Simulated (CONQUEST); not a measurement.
Crystal: SnTe.

```
Te Sn
1.0
     4.45597    0.00000    0.00000
     0.00000    4.45597    0.00000
     0.00000    0.00000    6.30170
Te Sn
2 2
Direct
  0.00817 0.00814 0.50228
  0.50818 0.50814 0.00228
  0.49335 0.50671 0.49688
  0.99335 0.00671 0.99688
```

The cell isn't the ideal one: atoms moved at random, drawn with an rms of 0.05 Å.

Base run:

| Property | Result |
| --- | --- |
| Program | CONQUEST 1.3 |
| Functional | PBE |
| Potentials or basis | PseudoDojo NC PBE, SZP, grid cutoff 120 Ha |
| k mesh | 6 × 6 × 4 |
| Occupations | fermi-dirac, width 0.05 eV |
| Spin | no spin polarisation |

Its results: band gap on the k mesh 0.11 eV; pressure 3.6 GPa; largest force 0.096 eV/Å.

Task: The run is repeated on the same cell with these changes: potentials or basis from PseudoDojo NC PBE, SZP, grid cutoff 120 Ha to PseudoDojo NC PBE, DZP, grid cutoff 120 Ha. What comes out?

Result: Band gap on the k mesh 0.06 eV; pressure 2.6 GPa; largest force 0.036 eV/Å.

Caveats: spin-orbit coupling is left out, which moves the levels of the heavy elements; the basis of atomic orbitals isn't converged, which shifts pressures, moduli and gaps; the atomic basis is small (some runs).

A k mesh can miss the band edges.
